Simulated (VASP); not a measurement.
# MgB2 (P6/mmm) in VASP: a series of runs

The runs below take MgB2 through relaxation of cell and atoms, with r2SCAN, PBE.

All numbers are computed with VASP 6.6.1; they aren't measurements. Logs are shortened: lines on timing, memory, paths and dates and some standing lists are left out, and cuts for length are marked.

### 1 The structure

It takes space group P6/mmm (No. 191, hexagonal). Conventional cell: a = 3.085 Å, b = 3.085 Å, c = 3.523 Å, α = 90.00°, β = 90.00°, γ = 120.00°. Around Mg (site symmetry 6/mmm) lie 12 B at 2.51 Å. Around B (site symmetry -6m2) lie 3 B at 1.78 Å.

### 2 Relaxation of cell and atoms, r2SCAN

Input file INCAR:

```
SYSTEM = MgB2
ALGO = Normal
EDIFF = 1E-6
EDIFFG = -0.01
ENCUT = 600
IBRION = 2
ISIF = 3
ISMEAR = 1
LASPH = .TRUE.
LCHARG = .FALSE.
LMIXTAU = .TRUE.
LREAL = .FALSE.
LWAVE = .FALSE.
METAGGA = R2SCAN
NELM = 80
NSW = 90
PREC = Accurate
SIGMA = 0.1
```

Input file KPOINTS:

```
k-points
0
G
  15 15 10
  0 0 0
```

Input file POSCAR:

```
MgB2
1.0
    3.0850000000      0.0000000000      0.0000000000
   -1.5425000000      2.6716883707      0.0000000000
    0.0000000000      0.0000000000      3.5230000000
Mg B
1 2
Direct
    0.0000000000      0.0000000000      0.0000000000
    0.3333333333      0.6666666667      0.5000000000
    0.6666666667      0.3333333333      0.5000000000
```

Potentials or basis: VASP PAW PBE potentials, release 64 (Mg, B).

The run is started by

```console
$ cat potpaw_PBE.64/Mg/POTCAR potpaw_PBE.64/B/POTCAR > POTCAR
$ mpirun -np 1 vasp_std > vasp.out
```

OUTCAR:

```text
SYSTEM = MgB2
   EDIFF = 1E-6
   EDIFFG = -0.01
   ENCUT = 600
   IBRION = 2
   ISIF = 3
   ISMEAR = 1
   LASPH = .TRUE.
   LREAL = .FALSE.
   METAGGA = R2SCAN
   NELM = 80
   NSW = 90
   PREC = Accurate

 ion  position               nearest neighbor table
   1  0.000  0.000  0.000-   2 2.51   3 2.51   2 2.51   3 2.51   3 2.51   3 2.51   2 2.51   2 2.51
                             3 2.51   3 2.51   2 2.51   2 2.51
   2  0.333  0.667  0.500-   3 1.78   3 1.78   3 1.78   1 2.51   1 2.51   1 2.51   1 2.51   1 2.51
                             1 2.51
   3  0.667  0.333  0.500-   2 1.78   2 1.78   2 1.78   1 2.51   1 2.51   1 2.51   1 2.51   1 2.51
                             1 2.51

  LATTYP: Found a hexagonal cell.
 ALAT       =     3.0850000000
 C/A-ratio  =     1.1419773096

  Lattice vectors:

 A1 = (   3.0850000000,   0.0000000000,   0.0000000000)
 A2 = (  -1.5425000000,   2.6716883707,   0.0000000000)
 A3 = (   0.0000000000,   0.0000000000,   3.5230000000)

Analysis of symmetry for initial positions (statically):
=====================================================================
 Subroutine PRICEL returns:
 Original cell was already a primitive cell.

 Routine SETGRP: Setting up the symmetry group for a
 hexagonal supercell.

 Subroutine GETGRP returns: Found 24 space group operations
 (whereof 24 operations were pure point group operations)
 out of a pool of 24 trial point group operations.

The static configuration has the point symmetry D_6h.

Analysis of symmetry for dynamics (positions and initial velocities):
=====================================================================
 Subroutine PRICEL returns:
 Original cell was already a primitive cell.

 Routine SETGRP: Setting up the symmetry group for a
 hexagonal supercell.

 Subroutine GETGRP returns: Found 24 space group operations
 (whereof 24 operations were pure point group operations)
 out of a pool of 24 trial point group operations.

The dynamic configuration has the point symmetry D_6h.

 Subroutine INISYM returns: Found 24 space group operations
 (whereof 24 operations are pure point group operations),
 and found     1 'primitive' translations

----------------------------------------------------------------------------------------

                                     Primitive cell

  volume of cell :      29.0371

  direct lattice vectors                    reciprocal lattice vectors
     3.085000000  0.000000000  0.000000000     0.324149109  0.187147575  0.000000000
    -1.542500000  2.671688371  0.000000000     0.000000000  0.374295150  0.000000000
     0.000000000  0.000000000  3.523000000     0.000000000  0.000000000  0.283848992

  length of vectors
     3.085000000  3.085000000  3.523000000     0.374295150  0.374295150  0.283848992

  position of ions in fractional coordinates (direct lattice)
     0.000000000  0.000000000  0.000000000
     0.333333333  0.666666667  0.500000000
     0.666666667  0.333333333  0.500000000

  ion indices of the primitive-cell ions
   primitive index   ion index
                 1           1
                 2           2
                 3           3

----------------------------------------------------------------------------------------

 KPOINTS: k-points

Automatic generation of k-mesh.
 Grid dimensions read from file:
 generate k-points for:   15   15   10

 Generating k-lattice:

  Cartesian coordinates                     Fractional coordinates (reciprocal lattice)
     0.021609941  0.012476505  0.000000000     0.066666667  0.000000000  0.000000000
     0.000000000  0.024953010  0.000000000     0.000000000  0.066666667  0.000000000
     0.000000000  0.000000000  0.028384899     0.000000000  0.000000000  0.100000000

  Length of vectors
     0.024953010  0.024953010  0.028384899

  Shift w.r.t. Gamma in fractional coordinates (k-lattice)
     0.000000000  0.000000000  0.000000000

 Subroutine IBZKPT returns following result:
 ===========================================

 Found    162 irreducible k-points:

 Following reciprocal coordinates:
            Coordinates               Weight
  0.000000  0.000000  0.000000      1.000000
  0.066667  0.000000  0.000000      6.000000
  0.133333  0.000000  0.000000      6.000000
  0.200000  0.000000  0.000000      6.000000
  0.266667  0.000000  0.000000      6.000000
  0.333333  0.000000  0.000000      6.000000
[... 16 lines left out ...]
  0.333333  0.200000  0.000000     12.000000
  0.400000  0.200000  0.000000      6.000000
 [... further k-points ...]
   k-points           NKPTS =    162   k-points in BZ     NKDIM =    162   number of bands    NBANDS=      8
   number of dos      NEDOS =    301   number of ions     NIONS =      3
   total plane-waves  NPLWV =  21952
   dimension x,y,z NGX =    28 NGY =   28 NGZ =   28
   dimension x,y,z NGXF=    56 NGYF=   56 NGZF=   56
   ions per type =               1   2
   NGX,Y,Z   is equivalent  to a cutoff of  15.09, 15.09, 13.21 a.u.
   NGXF,Y,Z  is equivalent  to a cutoff of  30.18, 30.18, 26.43 a.u.
 SYSTEM =  MgB2
   PREC   = accura    normal or accurate (medium, high low for compatibility)
   ISTART =      0    job   : 0-new  1-cont  2-samecut
   ICHARG =      2    charge: 1-file 2-atom 10-const
   ISPIN  =      1    spin polarized calculation?
   LNONCOLLINEAR =      F non collinear calculations
   LSORBIT =      F    spin-orbit coupling
   LASPH  =      T    aspherical Exc in radial PAW
   ENCUT  =  600.0 eV  44.10 Ry    6.64 a.u.   6.16  6.16  7.04*2*pi/ulx,y,z
   NELM   =     80;   NELMIN=  2; NELMDL= -5     # of ELM steps
   EDIFF  = 0.1E-05   stopping-criterion for ELM
   LREAL  =      F    real-space projection
   EDIFFG = -.1E-01   stopping-criterion for IOM
   NSW    =     90    number of steps for IOM
   IBRION =      2    ionic relax: 0-MD 1-quasi-New 2-CG
   NFREE  =      1    steps in history (QN), initial steepest desc. (CG)
   ISIF   =      3    stress and relaxation
   ISYM   =      2    0-nonsym 1-usesym 2-fastsym
   POTIM  = 0.5000    time-step for ionic-motion
   TEBEG  =    0.0;   TEEND  =   0.0 temperature during run
   PSTRESS=    0.0 pullay stress
   NELECT =       8.0000    total number of electrons
   NUPDOWN=      -1.0000    fix difference up-down
   EMIN   =  10.00;   EMAX   =-10.00  energy-range for DOS
   EFERMI =   0.00;   METHOD = LEGACY
   ISMEAR =     1;   SIGMA  =   0.10  broadening in eV -4-tet -1-fermi 0-gaus
   EFERMI_NEDOS =   21; number of points for ismear=-14 and -15
   IALGO  =     38    algorithm
   IMIX   =      4    mixing-type and parameters
     AMIX     =   0.40;   BMIX     =  1.00
     AMIX_MAG =   1.60;   BMIX_MAG =  1.00
  volume/ion in A,a.u.               =       9.68        65.32
  Fermi-wavevector in a.u.,A,eV,Ry     =   1.065255  2.013040 15.439462  1.134768
  Thomas-Fermi vector in A             =   2.200801
   LORBIT       =      0    0 simple, 1 ext, 2 COOP (PROOUT), +10 PAW based schemes
   METAGGA = R2SCAN    functional components
   LHFCALC =     F    Hartree Fock is set to
   AEXX    =    0.0000 exact exchange contribution
   IVDW    =     0    specifies the selected vdW correction
   LEPSILON=     F    determine dielectric tensor
   LRPA    =     F    only Hartree local field effects (RPA)
 conjugate gradient relaxation of ions
 non-spin polarized calculation
 Methfessel and Paxton  Order N= 1 SIGMA  =   0.10
  energy-cutoff  :      600.00
  volume of cell :       29.04
 maximum number of plane-waves:       986
 NGX is ok and might be reduce to    28
   NGX = 13   NGY = 13   NGZ = 15

--------------------------------------- Ionic step        1  -------------------------------------------

 number of electron       8.0000000 magnetization

 Free energy of the ion-electron system (eV)
  ---------------------------------------------------
  ext. energy  EPLUGINS =         0.00000000
  ---------------------------------------------------
  free energy    TOTEN  =       -19.40325864 eV

  energy without entropy =      -19.40339474  energy(sigma->0) =      -19.40330401

------------------------ aborting loop because EDIFF is reached ----------------------------------------

  FORCE on cell =-STRESS in cart. coord.  units (eV):
  Direction    XX          YY          ZZ          XY          YZ          ZX
  --------------------------------------------------------------------------------------
  -------------------------------------------------------------------------------------
  Total       -0.6292727     -0.6292727     -0.2207677     -0.0000000      0.0000000      0.0000000
  in kB      -34.7212903    -34.7212903    -12.1812673     -0.0000000      0.0000000      0.0000000
  external PRESSURE =     -27.2079493 kB  Pullay stress =       0.0000000 kB
[... 133 lines left out ...]
  energy  without entropy=      -19.4078292486  energy(sigma->0) =      -19.40783267

--------------------------------------- Ionic step        5  -------------------------------------------

 number of electron       8.0000000 magnetization

 Free energy of the ion-electron system (eV)
  ---------------------------------------------------
  ext. energy  EPLUGINS =         0.00000000
  ---------------------------------------------------
  free energy    TOTEN  =       -19.40788231 eV

  energy without entropy =      -19.40791986  energy(sigma->0) =      -19.40789483

 E-fermi :   5.3818     XC(G=0): -11.5951

 val. band max:        5.3714464653   @ k =   0.3333   0.1333   0.5000
 cond. band min:       5.3993523019   @ k =   0.0667   0.0000   0.1000
 fundamental gap:      0.0279058367
 Fermi energy:         5.3818084240

 k-point     1 :       0.0000    0.0000    0.0000
  band No.  band energies     occupation
      1      -7.9331      2.00000
      2       2.1921      2.00000
      3       5.8010     -0.00000
      4       5.8010     -0.00000
      5       7.3583     -0.00000
      6      12.1108      0.00000
      7      12.1108      0.00000
      8      14.1028      0.00000
[... 243 lines left out ...]
 k-point    24 :       0.4000    0.2000    0.0000
  band No.  band energies     occupation
      1      -3.3433      2.00000
      2      -2.5152      2.00000
      3       0.6835      2.00000
      4       6.1884     -0.00000
      5       8.3084      0.00000
      6      11.5407      0.00000
      7      11.8141      0.00000
      8      14.4315      0.00000

 [... further k-points ...]
[... 5 lines left out ...]
  --------------------------------------------------------------------------------------
  -------------------------------------------------------------------------------------
  Total       -0.0071101     -0.0071101     -0.0098930      0.0000000      0.0000000      0.0000000
  in kB       -0.3988362     -0.3988362     -0.5549454      0.0000000      0.0000000      0.0000000
  external PRESSURE =      -0.4508726 kB  Pullay stress =       0.0000000 kB
[... 18 lines left out ...]
  FREE ENERGIE OF THE ION-ELECTRON SYSTEM (eV)
  ---------------------------------------------------
  free  energy   TOTEN  =       -19.4078823069 eV

  energy  without entropy=      -19.4079198637  energy(sigma->0) =      -19.40789483

 reached required accuracy - stopping structural energy minimisation
```

Wall time 3.7 min (1 thread of Intel Xeon 6975P-C (Granite Rapids), shared host); peak memory 0.21 GiB.

What came out:

```yaml
Free_energy: -19.4079 eV
Relaxed_volume: 9.52 Å³/atom
Relaxed_cell: a = 3.065 Å, b = 3.065 Å, c = 3.511 Å, α = 90.00°, β = 90.00°, γ = 120.00°
Space_group_after_relaxing_to_0.05_Å: P6/mmm (No. 191)
Energy_gained_by_relaxing: 1.5 meV/atom
Ionic_steps: 5
Pressure_after_relaxing: 0.0 GPa
Band_gap_on_the_k_mesh: none (metal or under the smearing width)
```

The path:
| step | energy change (eV) | largest force (eV/Å) | pressure (GPa) | volume (Å³) |
| --- | --- | --- | --- | --- |
| 1 | 0.0000 | 0.0000 | -2.72 | 29.04 |
| 2 | -0.0034 | 0.0000 | 1.31 | 28.35 |
| 3 | -0.0046 | 0.0000 | -0.06 | 28.58 |
| 4 | -0.0046 | 0.0000 | -0.13 | 28.59 |
| 5 | -0.0046 | 0.0000 | -0.05 | 28.56 |

Final structure:
```cif
data_structure
_symmetry_space_group_name_H-M 'P 1'
_symmetry_Int_Tables_number 1
_cell_length_a 3.0649
_cell_length_b 3.0649
_cell_length_c 3.5109
_cell_angle_alpha 90.000
_cell_angle_beta 90.000
_cell_angle_gamma 120.000
_cell_volume 28.56
loop_
_atom_site_label
_atom_site_type_symbol
_atom_site_fract_x
_atom_site_fract_y
_atom_site_fract_z
_atom_site_occupancy
Mg1 Mg 0.00000 0.00000 0.00000 1
B1 B 0.33333 0.66667 0.50000 1
B2 B 0.66667 0.33333 0.50000 1
```

Levels at points of the mesh, in eV from the Fermi level:
```
           k point  band 1  band 2  band 3  band 4  band 5  band 6  band 7  band 8
(0.00, 0.00, 0.00)  -13.31   -3.19    0.42    0.42    1.98    6.73    6.73    8.72
(0.00, 0.00, 0.50)  -12.03   -7.82    0.82    0.82    7.03    7.03    8.73   10.67
```

Caveat: the PAW data sets were made with another functional, which shifts forces and pressure a little.

(Part 1 of 2 ends here.)
